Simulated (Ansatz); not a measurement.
**SiO₂: ¹⁷O NMR of the central transition**

Cell: a structure deposited in the COD (the cell was measured well above room temperature), atoms as given.

Space group P4_12_12 (No. 92); a = 4.9930, c = 7.0050 Å.

```csv
site,Wyckoff,site symmetry,x,y,z
Si,4a,..2,0.2966,0.2966,0.0000
O,8b,1,0.2406,0.0966,0.1747
```

One atom of each set is listed.

Method: Kohn–Sham DFT in Ansatz, PBE, plane waves and PAW, scalar-relativistic, 420 eV cutoff, Γ-centred 5×5×3 k-points, Fermi–Dirac smearing 0.02 eV.

¹⁷O has I = 5/2 and Q = -25.58 mb (Pyykkö 2018); at 18.8 T its Larmor frequency is ν₀ = 108.6 MHz. Only the quadrupole interaction is simulated: positions count from each site's isotropic chemical shift, and J coupling is left out, as are shift anisotropy and dipolar coupling, which fast spinning averages.

(1) What does the ¹⁷O spectrum (fast magic-angle spinning) show for each site?

## Answers

(1) 

```json
{"site": "O", "first shell": "2 Si at 1.60 Å, angle 149°", "C_Q (MHz)": "-5.68", "η": "0.11", "P_Q (MHz)": "5.69", "δ_QIS (ppm)": "-16.5", "breadth (kHz)": "3.96"}
```

δ_QIS = −(ν_Q²/30ν₀²)[I(I+1) − 3/4](1 + η²/3) × 10⁶ ppm with ν_Q = 3|C_Q|/[2I(2I−1)]; it falls as 1/B₀² in ppm, and the breadth as 1/B₀ in kHz.

At O V_zz runs parallel to the line that joins its two neighbours (within 1°).

The calculated pressure of 8 GPa (PBE) comes largely from the unrelaxed atoms: it is 0.9 GPa once they are relaxed in the same cell. The largest force is 0.5 eV/Å, so the atoms aren't at the calculated equilibrium and relaxing them would move these values.

Hardware: 1 thread of AMD EPYC 7R43 64-Core Processor (Zen 3) (x86_64; 48 cores open to the job, memory cap 2.5 GiB, no GPU), a shared host with a load of 0.5 a core. Wall time 14 s, CPU time 14 s, peak memory 0.44 GiB.
